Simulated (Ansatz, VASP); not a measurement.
SnO2 in VASP and in Ansatz

```
Sn O
1.0
     4.82697    0.00000    0.00000
     0.00000    4.82697    0.00000
     0.00000    0.00000    3.23870
Sn O
2 4
Direct
  0.50000 0.50000 0.50000
  0.00000 0.00000 0.00000
  0.19341 0.80659 0.50000
  0.80659 0.19341 0.50000
  0.30659 0.30659 0.00000
  0.69341 0.69341 0.00000
```

Alike in both runs: functional PBE; k mesh 6 × 6 × 8; occupations gaussian, width 0.02 eV; no spin polarisation.

Ansatz relaxed the structure, and its values are those at the end. VASP's run is a single point on that final structure, the one shown.

```csv
,VASP,Ansatz
version,VASP 6.6.1,Ansatz 0.2.0
potentials or method,"VASP PAW PBE potentials, release 64 (Sn_d, O)","scalar-relativistic, plane waves, PAW"
plane-wave cutoff (eV),520,420
valence electrons in the cell,52,52
```

|  | VASP | Ansatz | Ansatz less VASP |
| --- | --- | --- | --- |
| gap on the k mesh at the Fermi level (eV) | 0.67 | 0.68 | +0.012 |
| least direct gap on the mesh (eV) | 0.67 | 0.68 | +0.012 |
| pressure (GPa) | 0.6 | 0.0 | -0.61 |
| rms of the force components (eV/Å) | 0.008 | 0.000 | -0.0079 |

The functional is the same, so the differences come from potentials, cutoffs and numerics.

Caveats: spin-orbit coupling is left out, which moves the levels of the heavy elements.
